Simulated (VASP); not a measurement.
# VASP 6.6.1, PBE relaxation of cell and atoms, MgS (zincblende)

INCAR

```
GGA = PE
PREC = Accurate
EDIFF = 1E-7
ISIF = 3
ENCUT = 600
EDIFFG = -5E-3
LCHARG = .FALSE.
NSW = 40
LREAL = .FALSE.
LASPH = .TRUE.
IBRION = 2
NBANDS = 11
LWAVE = .FALSE.
ISMEAR = -1
NELM = 120
SIGMA = 0.02
```

KPOINTS

```
KPOINTS created by Atomic Simulation Environment
0
Gamma
8 8 8
0 0 0
```

POSCAR

```
Mg S
 1.0000000000000000
     0.0000000000000000    2.7085810529000001    2.7085810529000001
     2.7085810529000001    0.0000000000000000    2.7085810529000001
     2.7085810529000001    2.7085810529000001    0.0000000000000000
 Mg  S
   1   1
Cartesian
  0.0000000000000000  0.0000000000000000  0.0000000000000000
  1.3542905264500000  1.3542905264500000  1.3542905264500000
```

VASP ran with the recommended PBE PAW datasets (8 valence electrons in the cell).

Command

```
mpirun -np 1 vasp_std
```

From OUTCAR

```
k-points           NKPTS =     29   k-points in BZ     NKDIM =     29   number of bands    NBANDS=     11

   NELECT =       8.0000    total number of electrons

   dimension x,y,z NGX =    32 NGY =   32 NGZ =   32
   dimension x,y,z NGXF=    64 NGYF=   64 NGZF=   64

  energy-cutoff  :      600.00
  volume of cell :       46.11
      direct lattice vectors                 reciprocal lattice vectors
     0.000000000  2.846054660  2.846054660    -0.175681798  0.175681798  0.175681798
     2.846054660  0.000000000  2.846054660     0.175681798 -0.175681798  0.175681798
     2.846054660  2.846054660  0.000000000     0.175681798  0.175681798 -0.175681798

 k-points in reciprocal lattice and weights: KPOINTS created by Atomic Simulation Env
   0.00000000  0.00000000  0.00000000       0.002
   0.12500000  0.00000000  0.00000000       0.016
   0.25000000  0.00000000  0.00000000       0.016
   0.37500000  0.00000000  0.00000000       0.016
   0.50000000  0.00000000  0.00000000       0.008
   0.12500000  0.12500000  0.00000000       0.012
   0.25000000  0.12500000  0.00000000       0.047
   0.37500000  0.12500000  0.00000000       0.047
   ...

 E-fermi :   1.3702

 k-point     1 :       0.0000    0.0000    0.0000
  band No.  band energies     occupation
      1     -10.2509      2.00000
      2       0.9640      2.00000
      3       0.9640      2.00000
      4       0.9640      2.00000
      5       4.3429      0.00000
      6       8.8726      0.00000
      7       8.8726      0.00000
      8       8.8726      0.00000
      9      11.7615      0.00000
     10      11.7615      0.00000
     11      14.5545      0.00000

 k-point     2 :       0.1250    0.0000    0.0000
  band No.  band energies     occupation
      1     -10.1664      2.00000
      2       0.2929      2.00000
      3       0.9117      2.00000
      4       0.9117      2.00000
      5       4.9988      0.00000
      6       8.6778      0.00000
      7       9.0471      0.00000
      8       9.0471      0.00000
      9      11.3078      0.00000
     10      11.3078      0.00000
     11      14.0045      0.00000

 k-point     3 :       0.2500    0.0000    0.0000
  band No.  band energies     occupation
      1      -9.9478      2.00000
      2      -0.8579      2.00000
      3       0.7935      2.00000
      4       0.7935      2.00000
      5       5.8581      0.00000
      6       8.6905      0.00000
      7       9.0898      0.00000
      8       9.0898      0.00000
      9      11.3520      0.00000
     10      11.3520      0.00000
     11      13.1419      0.00000

 k-point     4 :       0.3750    0.0000    0.0000
  band No.  band energies     occupation
      1      -9.7042      2.00000
      2      -1.7648      2.00000
      3       0.6850      2.00000
      4       0.6850      2.00000
      5       6.0481      0.00000
      6       8.7458      0.00000
      7       8.7458      0.00000
      8       9.2440      0.00000
      9      12.6285      0.00000
     10      12.6285      0.00000
     11      13.1198      0.00000

 k-point     5 :       0.5000    0.0000    0.0000
  band No.  band energies     occupation
      1      -9.5941      2.00000
      2      -2.1081      2.00000
      3       0.6426      2.00000
      4       0.6426      2.00000
      5       6.0210      0.00000
      6       8.5793      0.00000
      7       8.5793      0.00000
      8       9.4930      0.00000
      9      13.7287      0.00000
     10      14.0755      0.00000
     11      14.0755      0.00000

 k-point     6 :       0.1250    0.1250    0.0000
  band No.  band energies     occupation
      1     -10.1383      2.00000
      2       0.2920      2.00000
      3       0.7875      2.00000
      4       0.7875      2.00000
      5       5.2200      0.00000
      6       8.3272      0.00000
      7       9.2883      0.00000
      8       9.2883      0.00000
      9      10.3562      0.00000
     10      12.0223      0.00000
     11      15.2569      0.00000

 k-point     7 :       0.2500    0.1250    0.0000
  band No.  band energies     occupation
      1      -9.9642      2.00000
      2      -0.5639      2.00000
      3       0.6253      2.00000
      4       0.6605      2.00000
      5       6.0229      0.00000
      6       8.0584      0.00000
      7       9.0579      0.00000
      8       9.5875      0.00000
      9      10.4214      0.00000
     10      12.1918      0.00000
     11      14.3382      0.00000

 k-point     8 :       0.3750    0.1250    0.0000
  band No.  band energies     occupation
      1      -9.7260      2.00000
      2      -1.4623      2.00000
      3       0.4596      2.00000
      4       0.5210      2.00000
      5       6.4298      0.00000
      6       8.0901      0.00000
      7       8.9283      0.00000
      8       9.3550      0.00000
      9      11.6495      0.00000
     10      13.2013      0.00000
     11      13.9066      0.00000

 k-point     9 :       0.5000    0.1250    0.0000
  band No.  band energies     occupation
      1      -9.5659      2.00000
      2      -1.9547      2.00000
      3       0.2671      2.00000
      4       0.5249      2.00000
      5       6.5032      0.00000
      6       7.8207      0.00000
      7       9.0204      0.00000
      8       9.7594      0.00000
      9      12.7752      0.00000
     10      14.1002      0.00000
     11      14.5889      0.00000

 k-point    10 :      -0.3750    0.1250    0.0000
  band No.  band energies     occupation
      1      -9.6026      2.00000
      2      -1.8448      2.00000
      3       0.1912      2.00000
      4       0.6329      2.00000
      5       6.5908      0.00000
      6       7.9232      0.00000
      7       8.9552      0.00000
      8       9.6152      0.00000
      9      12.2805      0.00000
     10      13.7215      0.00000
     11      14.5931      0.00000

 k-point    11 :      -0.2500    0.1250    0.0000
  band No.  band energies     occupation
      1      -9.8069      2.00000
      2      -1.1913      2.00000
      3       0.2889      2.00000
      4       0.7920      2.00000
      5       6.5057      0.00000
      6       8.3402      0.00000
      7       8.8484      0.00000
      8       9.2090      0.00000
      9      10.7537      0.00000
     10      12.9754      0.00000
     11      14.0592      0.00000

 k-point    12 :      -0.1250    0.1250    0.0000
  band No.  band energies     occupation
      1     -10.0368      2.00000
      2      -0.3146      2.00000
      3       0.5788      2.00000
      4       0.9125      2.00000
      5       5.7536      0.00000
      6       8.4035      0.00000
      7       9.1512      0.00000
      8       9.2561      0.00000
      9      10.4257      0.00000
     10      11.7673      0.00000
     11      14.5442      0.00000

 k-point    13 :       0.2500    0.2500    0.0000
  band No.  band energies     occupation
      1      -9.8481      2.00000
      2      -0.7559      2.00000
      3       0.4081      2.00000
      4       0.4081      2.00000
      5       6.0834      0.00000
      6       7.4359      0.00000
      7       9.3265      0.00000
      8      10.3793      0.00000
      9      10.3793      0.00000
     10      12.7890      0.00000
     11      16.3564      0.00000

 k-point    14 :       0.3750    0.2500    0.0000
  band No.  band energies     occupation
      1      -9.6549      2.00000
      2      -1.2889      2.00000
      3       0.1198      2.00000
      4       0.2673      2.00000
      5       6.0326      0.00000
      6       7.4132      0.00000
      7       9.2727      0.00000
      8      10.5947      0.00000
      9      11.6317      0.00000
     10      13.6795      0.00000
     11      15.5785      0.00000

 k-point    15 :       0.5000    0.2500    0.0000
  band No.  band energies     occupation
      1      -9.4940      2.00000
      2      -1.6364      2.00000
      3      -0.3253      2.00000
      4       0.2675      2.00000
      5       6.1662      0.00000
      6       7.8940      0.00000
      7       9.4006      0.00000
      8      10.2216      0.00000
      9      12.4909      0.00000
     10      14.2440      0.00000
     11      15.3883      0.00000

 k-point    16 :      -0.3750    0.2500    0.0000
  band No.  band energies     occupation
      1      -9.4749      2.00000
      2      -1.6210      2.00000
      3      -0.6173      2.00000
      4       0.4077      2.00000
      5       6.5943      0.00000
      6       8.0415      0.00000
      7       9.6542      0.00000
      8       9.8825      0.00000
      9      12.3297      0.00000
     10      12.4240      0.00000
     11      15.8269      0.00000

 ...

  Total        0.0079595      0.0079595      0.0079595      0.0000000      0.0000000     -0.0000000
  in kB        0.2765905      0.2765905      0.2765905      0.0000000      0.0000000     -0.0000000
  external PRESSURE =       0.2765905 kB  Pullay stress =       0.0000000 kB

 POSITION                                       TOTAL-FORCE (eV/Angst)
 -----------------------------------------------------------------------------------
      0.00000      0.00000      0.00000         0.000000      0.000000      0.000000
      1.42303      1.42303      1.42303        -0.000000     -0.000000     -0.000000
 -----------------------------------------------------------------------------------
    total drift:                               -0.000000     -0.000000     -0.000000

  FREE ENERGIE OF THE ION-ELECTRON SYSTEM (eV)
  ---------------------------------------------------
  free  energy   TOTEN  =        -8.4732839907 eV

  energy  without entropy=       -8.4732839906  energy(sigma->0) =       -8.47328399
```

CONTCAR

```
Mg S
   1.00000000000000
     0.0000000000000000    2.8460546596100174    2.8460546596100174
     2.8460546596100174    0.0000000000000000    2.8460546596100174
     2.8460546596100174    2.8460546596100174    0.0000000000000000
  Mg              S
     1     1
Direct
     0.0000000000000000    0.0000000000000000    0.0000000000000000
     0.2500000000000000    0.2500000000000000    0.2500000000000000

  0.00000000E+00  0.00000000E+00  0.00000000E+00
  0.00000000E+00  0.00000000E+00  0.00000000E+00
```

```yaml
relaxed_cell_vector_lengths: 4.025, 4.025, 4.025 Å
relaxed_cell_volume: 46.11 Å³
```

The run was restarted once from its relaxed cell; OSZICAR and OUTCAR are the second run's.

The run (the restart alone) took about 6 s on one core of a shared host (Intel Xeon 6975P-C) and held 0.17 GiB at most.
